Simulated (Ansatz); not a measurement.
# AlRu (rocksalt type): the cost of one run

Computed with Ansatz 0.2.0 (DFT, PBE, PAW with Ansatz's default frozen-core files, scalar-relativistic, unless a step's input says otherwise).

**1. Starting point**

The structure is cubic, space group Fm-3m (No. 225). Conventional cell: a = 5.072 Å, b = 5.072 Å, c = 5.072 Å, α = 90.00°, β = 90.00°, γ = 90.00°. Around Ru (site symmetry m-3m) lie 6 Al at 2.54 Å. Around Al (site symmetry m-3m) lie 6 Ru at 2.54 Å.

As a file:

```
CELL_PARAMETERS angstrom
0.00000 2.53593 2.53593
2.53593 0.00000 2.53593
2.53593 2.53593 0.00000
ATOMIC_POSITIONS crystal
Ru 0.00000 0.00000 0.00000
Al 0.50000 0.50000 0.50000
```

Atoms are numbered in the order of the input: Ru1, Al2.

**2. Cell relaxed at zero pressure, PAW**

Input file input.yaml:

```yaml
crystal:
  lattice:
    - [0.0, 2.5359338295, 2.5359338295]
    - [2.5359338295, 0.0, 2.5359338295]
    - [2.5359338295, 2.5359338295, 0.0]
  atoms:
    - { symbol: Ru, position: [0.0, 0.0, 0.0] }
    - { symbol: Al, position: [0.5, 0.5, 0.5] }
kpoints:
  mp_grid: { grid: [14, 14, 14] }
scf:
  occupations: { method: fermi_dirac, width: 0.08 }
hamiltonian:
  xc: pbe
  pseudopotentials: { kind: paw }
output:
  forces: true
  stress: true
relax:
  f_tol: 0.005
  max_steps: 40
  cell: {}
```

Run with:

```sh
> ansatz run input.yaml --threads 1 --pin off --max-ram 3584MiB --backend cpu --events-out ev --progress --plain --runs-dir out
```

Q: Estimate wall time and peak memory on 1 thread of Intel Xeon Platinum 8375C at 2.90GHz (Ice Lake), shared host.

About 6.9 s, with a peak of 0.39 GiB.
